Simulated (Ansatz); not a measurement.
# Ga (Pm-3m) in Ansatz: convergence with wavefunction cutoff

Aim: find how far wavefunction cutoff must go before the results for Ga settle, at HSE06. This setting moves, with any that are tied to it; all else stays.

Program: Ansatz 0.2.0. These are calculated values, not measurements. Logs are shortened: lines on timing, memory, paths and dates and some standing lists are left out, and cuts for length are marked.

### Step 1. Starting point

It takes space group Pm-3m (No. 221, cubic). The conventional cell has a = 2.716 Å, b = 2.716 Å, c = 2.716 Å, α = 90.00°, β = 90.00°, γ = 90.00°. Around Ga (site symmetry m-3m) lie 6 Ga at 2.72 Å.

The cell was built by a generator and needn't be a form met in nature.

### Step 2. With wavefunction cutoff 200 eV

input.yaml

```yaml
crystal:
  lattice:
    - [2.71648, 0.0, 0.0]
    - [0.0, 2.71648, 0.0]
    - [0.0, 0.0, 2.71648]
  atoms:
    - { symbol: Ga, position: [0.0, 0.0, 0.0] }
hamiltonian:
  xc: hse06
  pseudopotentials: { kind: paw }
kpoints:
  mp_grid: { grid: [5, 5, 5] }
scf:
  occupations: { method: gaussian, width: 0.1 }
output:
  forces: true
  stress: true
  eigenvalues: true
basis:
  ecutwfc: "200 eV"
```

Potentials or basis: Ansatz PAW.

Command:

```console
ansatz run input.yaml --threads 2 --pin off --max-ram 5632MiB --backend cpu --events-out ev --progress --plain --runs-dir out
```

What it wrote:

```text
Warning: basis.ecutwfc = 200 eV is below the records' recommended 420 eV, and the density's cutoff is lower with it unless basis.ecutrho_ratio is high enough to keep the records' density cutoff: compare with a run at a higher cutoff
Warning: output.stress: scf.convergence.dr2_threshold = 1e-7 eV (the SCF's general default) is looser than the 1e-10 eV advised for a printed stress (1e-10 eV for each atom of the cell: 1). What an SCF threshold leaves in a stress goes as its square root, and in the free energy as the threshold itself, and one threshold admits the most on a small cell: of the crystals measured, under no hybrid functional and no lock of the moments, on runs that ended without the residual-converged pass, on stresses that held no estimate of that error, the worst erred by over 100 MPa in a component at 1e-7 eV an atom and by under 5 at 1e-10. Set scf.convergence.dr2_threshold to 1e-10 eV or tighter. The threshold is an SCF's pass mark: one that does not reach it within its budget of iterations ends unconverged, or closes short of it on a stop that the run arms, and scf.convergence.dr2_threshold's page says what that costs each kind of run
Warning: output.stress: scf.exx.energy_threshold = 1e-6 eV is looser than the 1e-8 eV advised for a stress under a hybrid functional (1e-8 eV for each atom of the cell: 1). Every SCF of the exchange loop can meet its threshold on dr2 while the loop round them stops early: no threshold on dr2 bounds what that leaves in the stress. Set scf.exx.energy_threshold to 1e-8 eV or tighter. The threshold is the loop's pass mark: a loop that does not reach it within its budget of cycles ends unconverged, and scf.exx.energy_threshold's page has the law
Warning: RAYON_NUM_THREADS=2 ignored (pool sized by the plan → 2); use --threads N
Engine: ansatz 0.2.0, aarch64-unknown-linux-gnu
Pseudopotentials: kind: paw
Pseudopotential: Ga, paw, valence charge 13, recommended cutoff 420 eV (normal), Ga.paw.azcp
Functional definition: HSE06
  parameter a = 0.25
  parameter omega = 0.11/bohr
  exchange = pbe_x - a*pbe_x_sr(omega) + a*exact_x_sr(omega)
  correlation = pbe_c
Crystal: 1 atoms, lattice volume = 20.046 Å³
Basis set: ecut = 200 eV, 123 PW (Γ), exchange–correlation on 30×30×30 points (8 copies of the dense FFT grid, shifted against one another)
Bands: 11, of which v1, the nominal top of the filled ones, is band 7 counted from 1 (6 counted from 0)
Symmetry: 48 space group operations
Space group: Pm-3m (ITA 221), of the structure as read, at distance tolerance 2.7e-5 Å
k-points: 10 of 125
Non-local potential: Ga, projectors of the file, l = 0: 2, l = 1: 2, l = 2: 3, l = 3: 1
PAW form: soft (Blöchl's): semilocal exchange-correlation on the pseudo side does not see the compensation charge
PAW frozen core: Ga, regenerated for the run's functional, and the local potential with it (the file was generated under x = pbe(κ = 0.804, μ = 0.2195149727645171), c = pbe(β = 0.06672455060314922))
PAW one-centre angular grid: Ga, 590 points (default); XC on 64 Gauss nodes
[... 38 lines left out ...]
Free energy (F): -3775.086491 eV
Frozen-core exchange: fock
Harris-Foulkes:  -3775.086491 eV  (|F-HF|=5.00e-11)
Internal energy: -3775.081831 eV  (E = F + TS)
E sigma→0 (E₀):  -3775.084161 eV
Entropy (-TS):   -0.004660 eV (-4.660 meV/atom)
Fermi energy:    8.329989 eV
--- Per-component energies (eV) ---
  E_band       = -122.603658
  E_kinetic    = 122.618557
  E_local      = -1875.770314  (includes V_loc(G=0)·N_el)
  E_nonlocal   = 466.948857
  E_hartree    = 881.282142
  E_xc         = -56.294524
  E_vxc        = -47.197480  (∫ρ·V_xc dr)
  E_exx        = -45.942002  (= α·E_x^exact, valence–valence)
  E_paw        = -1997.105191  (= ΣΔE_a)
  E_vpaw       = -459.838656  (= ΣTr[D̂ρ^β])
  E_aug_tail   = -0.044802  (compensation charges beyond the density's cutoff)
  E_ewald      = -1270.886801
  E_core_change = 0.112246  (= ΣΔE_core)
  E_smearing   = -0.004660  (= −TS)
  E_closure    = 0.000000  (closes the sum)
  Σ components = -3775.086491   (vs F -3775.086491, Δ=0.00e0)
--- Forces (eV/Å), atoms counted from 1 ---
  atom   1  Ga    -0.00000000    -0.00000000    -0.00000000
  max |Σ_I F_I| component: 9.04e-32 eV/Å
--- Stress (GPa, compression-positive) ---
       -2.048777       0.000000       0.000000
        0.000000      -2.048777       0.000000
        0.000000       0.000000      -2.048777
  P = ⅓ Tr σ = -2.0488 GPa (-20.488 kbar)
--- Band table (eV; the first three rows and the last of 10) ---
  k-point 0: bands = ["-13.2928", "-13.2928", "-13.2928", "-12.8826", "-12.8826", "-3.5311", "18.2403", "18.2403", "18.2403", "22.2870", "22.2870"]
  k-point 1: bands = ["-13.2267", "-13.1807", "-13.1290", "-13.0064", "-13.0064", "-2.6226", "11.9664", "19.1414", "19.1414", "22.7685", "23.5523"]
  k-point 2: bands = ["-13.3411", "-13.2392", "-13.0992", "-13.0992", "-12.8327", "0.0367", "5.5131", "21.2700", "21.2700", "24.9693", "25.1739"]
  k-point 9: bands = ["-13.8242", "-13.5489", "-13.5489", "-13.4822", "-13.4822", "7.1328", "11.4076", "11.4076", "13.9628", "17.9837", "18.9258"]
```

It took 2.8 s on 2 threads of Arm Neoverse V1, shared host; peak memory 0.34 GiB.

Results:

```
Free energy            : -3775.0865 eV
Pressure               : -2.0 GPa
Band gap on the k mesh : none (metal or under the smearing width)
```

### Step 3. With wavefunction cutoff 250 eV

input.yaml: that of step 2 with these lines changed.

```diff
@@ -19,2 +19,2 @@
 basis:
-  ecutwfc: "200 eV"
+  ecutwfc: "250 eV"
```

Potentials or basis: Ansatz PAW.

Command:

```console
ansatz run input.yaml --threads 2 --pin off --max-ram 5632MiB --backend cpu --events-out ev --progress --plain --runs-dir out
```

Wall time 3.2 s (2 threads of Arm Neoverse V1, shared host); peak memory 0.38 GiB.

What came out:

```yaml
Free_energy: -3782.1327 eV
Pressure: -0.4 GPa
Band_gap_on_the_k_mesh: none (metal or under the smearing width)
```

### Step 4. With wavefunction cutoff 300 eV

input.yaml: that of step 3 with these lines changed.

```diff
@@ -19,2 +19,2 @@
 basis:
-  ecutwfc: "250 eV"
+  ecutwfc: "300 eV"
```

Command:

```console
ansatz run input.yaml --threads 2 --pin off --max-ram 5632MiB --backend cpu --events-out ev --progress --plain --runs-dir out
```

Run time: 3.7 s. Hardware: 2 threads of Arm Neoverse V1, shared host; peak memory 0.41 GiB.

Results:

```yaml
Free_energy: -3783.2455 eV
Pressure: -1.3 GPa
Band_gap_on_the_k_mesh: none (metal or under the smearing width)
```

### Step 5. With wavefunction cutoff 350 eV

input.yaml: that of step 4 with these lines changed.

```diff
@@ -19,2 +19,2 @@
 basis:
-  ecutwfc: "300 eV"
+  ecutwfc: "350 eV"
```

Command:

```console
ansatz run input.yaml --threads 2 --pin off --max-ram 5632MiB --backend cpu --events-out ev --progress --plain --runs-dir out
```

Wall time 3.9 s (2 threads of Arm Neoverse V1, shared host); peak memory 0.43 GiB.

Results:

| Quantity | Value |
| --- | --- |
| Free energy | -3783.3470 eV |
| Pressure | -1.4 GPa |
| Band gap on the k mesh | none (metal or under the smearing width) |

### Step 6. With wavefunction cutoff 400 eV

input.yaml: that of step 5 with these lines changed.

```diff
@@ -19,2 +19,2 @@
 basis:
-  ecutwfc: "350 eV"
+  ecutwfc: "400 eV"
```

Potentials or basis: Ansatz PAW.

Command:

```console
ansatz run input.yaml --threads 2 --pin off --max-ram 5632MiB --backend cpu --events-out ev --progress --plain --runs-dir out
```

Wall time 4.8 s (2 threads of Arm Neoverse V1, shared host); peak memory 0.48 GiB.

It converged, with:

* Free energy: -3783.3504 eV
* Pressure: -1.5 GPa
* Band gap on the k mesh: none (metal or under the smearing width)

### Step 7. With wavefunction cutoff 450 eV

input.yaml: that of step 6 with these lines changed.

```diff
@@ -19,2 +19,2 @@
 basis:
-  ecutwfc: "400 eV"
+  ecutwfc: "450 eV"
```

Command:

```console
ansatz run input.yaml --threads 2 --pin off --max-ram 5632MiB --backend cpu --events-out ev --progress --plain --runs-dir out
```

Wall time 5.3 s (2 threads of Arm Neoverse V1, shared host); peak memory 0.5 GiB.

It converged, with:

| Quantity | Value |
| --- | --- |
| Free energy | -3783.3524 eV |
| Pressure | -1.5 GPa |
| Band gap on the k mesh | none (metal or under the smearing width) |

### Step 8. With wavefunction cutoff 500 eV

input.yaml: that of step 7 with these lines changed.

```diff
@@ -19,2 +19,2 @@
 basis:
-  ecutwfc: "450 eV"
+  ecutwfc: "500 eV"
```

Command:

```console
ansatz run input.yaml --threads 2 --pin off --max-ram 5632MiB --backend cpu --events-out ev --progress --plain --runs-dir out
```

Wall time 5.7 s (2 threads of Arm Neoverse V1, shared host); peak memory 0.55 GiB.

The run converged. Its results:

| Quantity | Value |
| --- | --- |
| Free energy | -3783.3540 eV |
| Pressure | -1.5 GPa |
| Band gap on the k mesh | none (metal or under the smearing width) |

### Step 9. With wavefunction cutoff 600 eV

input.yaml: that of step 8 with these lines changed.

```diff
@@ -19,2 +19,2 @@
 basis:
-  ecutwfc: "500 eV"
+  ecutwfc: "600 eV"
```

Potentials or basis: Ansatz PAW.

Command:

```console
ansatz run input.yaml --threads 2 --pin off --max-ram 5632MiB --backend cpu --events-out ev --progress --plain --runs-dir out
```

Run time: 7.8 s. Hardware: 2 threads of Arm Neoverse V1, shared host; peak memory 0.64 GiB.

The run converged. Its results:

| Quantity | Value |
| --- | --- |
| Free energy | -3783.3549 eV |
| Pressure | -1.5 GPa |
| Band gap on the k mesh | none (metal or under the smearing width) |

### Step 10. With wavefunction cutoff 800 eV

input.yaml: that of step 9 with these lines changed.

```diff
@@ -19,2 +19,2 @@
 basis:
-  ecutwfc: "600 eV"
+  ecutwfc: "800 eV"
```

Command:

```console
ansatz run input.yaml --threads 2 --pin off --max-ram 5632MiB --backend cpu --events-out ev --progress --plain --runs-dir out
```

Wall time 10 s (2 threads of Arm Neoverse V1, shared host); peak memory 0.83 GiB.

The run converged. Its results:

| Quantity | Value |
| --- | --- |
| Free energy | -3783.3551 eV |
| Pressure | -1.5 GPa |
| Band gap on the k mesh | none (metal or under the smearing width) |

### Step 11. Summary

```tsv
wavefunction cutoff	energy less the tightest run, at zero smearing (meV/atom)	pressure (GPa)	SCF cycles	CPU time (s)	peak memory (GiB)
200 eV	8268.64	-2.05	14	4.6	0.34
250 eV	1222.45	-0.44	16	5.5	0.38
300 eV	109.68	-1.33	14	6.4	0.41
350 eV	8.13	-1.43	14	6.8	0.43
400 eV	4.76	-1.50	14	8.5	0.48
450 eV	2.74	-1.49	15	9.5	0.5
500 eV	1.11	-1.49	15	10	0.55
600 eV	0.27	-1.48	16	14	0.64
800 eV	0.00	-1.48	16	20	0.83
```

Against the tightest run, the energy stays within 1 meV/atom from 600 eV on; the pressure stays within 0.1 GPa from 350 eV on. The tightest run that finished is the yardstick and may itself not be fully converged.

Caveats: all runs use coarse meshes; the PAW data sets come from PBE, with cores solved anew for the run's functional, which leaves a small shift of forces and pressure; the thresholds are loose for stress.
